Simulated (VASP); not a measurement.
# Hg: nudged elastic band

Hg, defect, 15 atoms in the cell. PBE, nudged elastic band; PAW potentials Hg (PBE set).

Path: a Hg atom hops into a neighbouring Hg vacancy; Moving images: 3.

## Input

INCAR.step1:
```
PREC     = Normal         # precision mode
ENCUT    = 250            # plane-wave cutoff, eV
EDIFF    = 1E-6           # SCF threshold, eV
ISMEAR   = 1              # smearing method
SIGMA    = 0.1            # smearing width, eV
LREAL    = F              # projectors in reciprocal space
LASPH    = T              # aspherical terms in the spheres
NELM     = 100            # most SCF steps
ALGO     = Normal         # electronic algorithm
LWAVE    = F              # write WAVECAR
LCHARG   = F              # write CHGCAR
IBRION   = 2              # ionic algorithm
NSW      = 100            # ionic steps
ISIF     = 2              # what is computed and relaxed
EDIFFG   = -0.02          # ionic threshold
POTIM    = 0.5            # step
KPAR     = 6             
```

INCAR.step3, as INCAR.step1 but for:
```
- IBRION = 2
- ISIF = 2
- EDIFFG = -0.02
- POTIM = 0.5
- KPAR = 6
+ IBRION = 1
+ POTIM = 0.3
+ EDIFFG = -0.05
+ SPRING = -5
+ IMAGES = 3
+ KPAR = 2
```

KPOINTS:
```
k-points
0
Gamma
  3 3 3
```

00/POSCAR:
```
Hg
1.0
    0.0000000000      6.1361581600      6.1361581600
    6.1361581600      0.0000000000      6.1361581600
    6.1361581600      6.1361581600      0.0000000000
Hg
15
Direct
    0.1250000000      0.6250000000      0.3750000000
    0.2664515148      0.2590485340      0.2335484852
    0.7590485340      0.7664515148      0.7409514660
    0.8670423698      0.6219459867      0.1290298597
    0.3709701403      0.1180182163      0.6329576302
    0.1219459867      0.3670423698      0.8819817837
    0.6180182163      0.8709701403      0.3780540133
    0.3966221894      0.8966221894      0.1033778106
    0.8533778106      0.3533778106      0.6466221894
    0.1280540133      0.8829576302      0.6209701403
    0.6319817837      0.3790298597      0.1170423698
    0.8790298597      0.1319817837      0.3719459867
    0.3829576302      0.6280540133      0.8680182163
    0.9835484852      0.9909514660      0.0090485340
    0.4909514660      0.4835484852      0.5164515148
```

01/POSCAR:
```
Hg
1.0
    0.0000000000      6.1361581600      6.1361581600
    6.1361581600      0.0000000000      6.1361581600
    6.1361581600      6.1361581600      0.0000000000
Hg
15
Direct
    0.1262391891      0.6262391891      0.3737608109
    0.2559095946      0.2485066390      0.2440904054
    0.7485066390      0.7559095946      0.7514933610
    0.8656287261      0.6205325676      0.1304434878
    0.3695565122      0.1166047814      0.6343712739
    0.1205325676      0.3656287261      0.8833952186
    0.6166047814      0.8695565122      0.3794674324
    0.4441441196      0.9441441196      0.0558558804
    0.8546166913      0.3546166913      0.6453833087
    0.1221160574      0.8750559823      0.6269078872
    0.6240799269      0.3730921128      0.1249440177
    0.8730921128      0.1240799269      0.3778839426
    0.3750559823      0.6221160574      0.8759200731
    0.9876077921      0.9913093077      0.0086906923
    0.4913093077      0.4876077921      0.5123922079
```

02/POSCAR:
```
Hg
1.0
    0.0000000000      6.1361581600      6.1361581600
    6.1361581600      0.0000000000      6.1361581600
    6.1361581600      6.1361581600      0.0000000000
Hg
15
Direct
    0.1274783781      0.6274783781      0.3725216219
    0.2453676743      0.2379647439      0.2546323257
    0.7379647439      0.7453676743      0.7620352561
    0.8642150823      0.6191191484      0.1318571158
    0.3681428842      0.1151913465      0.6357849177
    0.1191191484      0.3642150823      0.8848086535
    0.6151913465      0.8681428842      0.3808808516
    0.4916660499      0.9916660499      0.0083339501
    0.8558555720      0.3558555720      0.6441444280
    0.1161781016      0.8671543344      0.6328456342
    0.6161780701      0.3671543658      0.1328456656
    0.8671543658      0.1161780701      0.3838218984
    0.3671543344      0.6161781016      0.8838219299
    0.9916670991      0.9916671494      0.0083328506
    0.4916671494      0.4916670991      0.5083329009
```

03/POSCAR:
```
Hg
1.0
    0.0000000000      6.1361581600      6.1361581600
    6.1361581600      0.0000000000      6.1361581600
    6.1361581600      6.1361581600      0.0000000000
Hg
15
Direct
    0.1287175672      0.6287175672      0.3712824328
    0.2348257541      0.2274228488      0.2651742459
    0.7274228488      0.7348257541      0.7725771512
    0.8628014386      0.6177057293      0.1332707438
    0.3667292562      0.1137779117      0.6371985614
    0.1177057293      0.3628014386      0.8862220883
    0.6137779117      0.8667292562      0.3822942707
    0.5391879801      1.0391879801     -0.0391879801
    0.8570944527      0.3570944527      0.6429055473
    0.1102401457      0.8592526865      0.6387833812
    0.6082762133      0.3612166188      0.1407473135
    0.8612166188      0.1082762133      0.3897598543
    0.3592526865      0.6102401457      0.8917237867
    0.9957264060      0.9920249911      0.0079750089
    0.4920249911      0.4957264060      0.5042735940
```

04/POSCAR:
```
Hg
1.0
    0.0000000000      6.1361581600      6.1361581600
    6.1361581600      0.0000000000      6.1361581600
    6.1361581600      6.1361581600      0.0000000000
Hg
15
Direct
    0.1299567563      0.6299567563      0.3700432437
    0.2242838339      0.2168809538      0.2757161661
    0.7168809538      0.7242838339      0.7831190462
    0.8613877948      0.6162923101      0.1346843719
    0.3653156281      0.1123644768      0.6386122052
    0.1162923101      0.3613877948      0.8876355232
    0.6123644768      0.8653156281      0.3837076899
    0.5867099104      1.0867099104     -0.0867099104
    0.8583333333      0.3583333333      0.6416666667
    0.1043021899      0.8513510386      0.6447211281
    0.6003743566      0.3552788719      0.1486489614
    0.8552788719      0.1003743566      0.3956978101
    0.3513510386      0.6043021899      0.8996256434
    0.9997857129      0.9923828328      0.0076171672
    0.4923828328      0.4997857129      0.5002142871
```

POSCAR.step1:
```
Hg
1.0
    0.0000000000      6.1361581600      6.1361581600
    6.1361581600      0.0000000000      6.1361581600
    6.1361581600      6.1361581600      0.0000000000
Hg
15
Direct
    0.1250000000      0.6250000000      0.3750000000
    0.2500000000      0.2500000000      0.2500000000
    0.7500000000      0.7500000000      0.7500000000
    0.8750000000      0.6250000000      0.1250000000
    0.3750000000      0.1250000000      0.6250000000
    0.1250000000      0.3750000000      0.8750000000
    0.6250000000      0.8750000000      0.3750000000
    0.3750000000      0.8750000000      0.1250000000
    0.8750000000      0.3750000000      0.6250000000
    0.1250000000      0.8750000000      0.6250000000
    0.6250000000      0.3750000000      0.1250000000
    0.8750000000      0.1250000000      0.3750000000
    0.3750000000      0.6250000000      0.8750000000
    0.0000000000      0.0000000000      0.0000000000
    0.5000000000      0.5000000000      0.5000000000
```

POSCAR.step2:
```
Hg
1.0
    0.0000000000      6.1361581600      6.1361581600
    6.1361581600      0.0000000000      6.1361581600
    6.1361581600      6.1361581600      0.0000000000
Hg
15
Direct
    0.1250000000      0.6250000000      0.3750000000
    0.2500000000      0.2500000000      0.2500000000
    0.7500000000      0.7500000000      0.7500000000
    0.8750000000      0.6250000000      0.1250000000
    0.3750000000      0.1250000000      0.6250000000
    0.1250000000      0.3750000000      0.8750000000
    0.6250000000      0.8750000000      0.3750000000
    0.6250000000      1.1250000000     -0.1250000000
    0.8750000000      0.3750000000      0.6250000000
    0.1250000000      0.8750000000      0.6250000000
    0.6250000000      0.3750000000      0.1250000000
    0.8750000000      0.1250000000      0.3750000000
    0.3750000000      0.6250000000      0.8750000000
    0.0000000000      0.0000000000      0.0000000000
    0.5000000000      0.5000000000      0.5000000000
```

Commands (each step's output is kept before the next begins):
```
cat potpaw_PBE.64/Hg/POTCAR > POTCAR
cp INCAR.step1 INCAR
cp POSCAR.step1 POSCAR
mpirun -np 6 vasp_std > vasp.out
cp POSCAR.step2 POSCAR
mpirun -np 6 vasp_std > vasp.out
# 00 and 04 hold the relaxed ends; the images between are interpolated (pair-distance (IDPP))
cp INCAR.step3 INCAR
mpirun -np 6 vasp_std > vasp.out
```

## Result

- Barrier (eV): 0.092
- Barrier of the reverse step (eV): 0.092
- Energy of the second end over the first (eV): 0.000
- Top of the path (share of its length): 0.50
- Length of the path (Å): 2.71
- Steps of the band: 11
- Ionic steps, all stages: 37
- Electronic steps, all stages: 369

Energy along the relaxed band:

| Image | Distance along the path (Å) | Energy above the first end (eV) | Slope along the path (eV/Å) | Largest force across the path (eV/Å) |
|---|---|---|---|---|
| 0 | 0.000 | 0.000 | relaxed end |  |
| 1 | 0.678 | 0.044 | 0.102 | 0.049 |
| 2 | 1.355 | 0.092 | 0.000 | 0.027 |
| 3 | 2.031 | 0.044 | -0.103 | 0.047 |
| 4 | 2.709 | -0.000 | relaxed end |  |

The cell is Hg (16 atoms) with one Hg atom missing.

The two ends have the same energy within 0.01 eV.

Limits: the cell holds 15 atoms, so the vacancy or interstitial meets its own images and the barrier isn't that of a lone defect; the atom stays on the straight, symmetric line between the sites, so the barrier is an upper bound: a way around it wasn't tried.

VASP 6.6.1 took 475 s on 6 cores (AMD EPYC 7R13 (Zen 3)), a shared host.
